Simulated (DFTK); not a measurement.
The system is Cl.

```xyz
4
Lattice="3.1450 -2.2500 0.0000 3.1450 2.2500 0.0000 0.0000 0.0000 8.2100" Properties=species:S:1:pos:R:3 pbc="T T T"
Cl    3.1450    0.5850    3.2840
Cl    3.1450    1.6650    7.3890
Cl    3.1450   -0.5850    4.9260
Cl    3.1450   -1.6650    0.8210
```

Program: DFTK 0.8.2. Alike in all runs: no spin polarisation; cell as given; smearing fermi-dirac 0.05 eV.

Q: Order these runs on this cell by their band gap on the k mesh, lowest first.
A. level PBE; potentials or basis dojo.nc.sr.pbe.v0_4_1.standard.upf (PBE); k mesh 7 × 7 × 4; cutoff (eV) 898; SCF tolerance on the density 1e-06; mesh quality not flagged
B. level BJ06; potentials or basis in-house norm-conserving set (r2SCAN, scalar relativistic); k mesh 4 × 4 × 2; cutoff (eV) 925; SCF tolerance on the density 1e-06; SCF solver ScfAndersonSolver; mesh quality coarse
C. level HSE06; potentials or basis SG15 1.2 (PBE); k mesh 2 × 2 × 1; cutoff (eV) 952; SCF tolerance on the density 1e-05; symmetries used no; mesh quality coarse

A: A (2.47 eV), B (3.03 eV), C (4.16 eV).

Caveats: some runs use coarse meshes; an odd mesh through Γ misses points on the zone boundary, where band edges often lie (some runs); the program leaves the constant c of mgga_x_tb09 at 1, so the potential is Becke-Johnson's (BJ06) and not Tran and Blaha's, with levels but no total energy (some runs); the program warned that the kinetic-energy density falls under its von Weizsäcker bound, which can give unphysical results (some runs); this program's HSE differs a little from the usual definition (some runs).

A k mesh can miss the band edges, odd and even meshes differently.
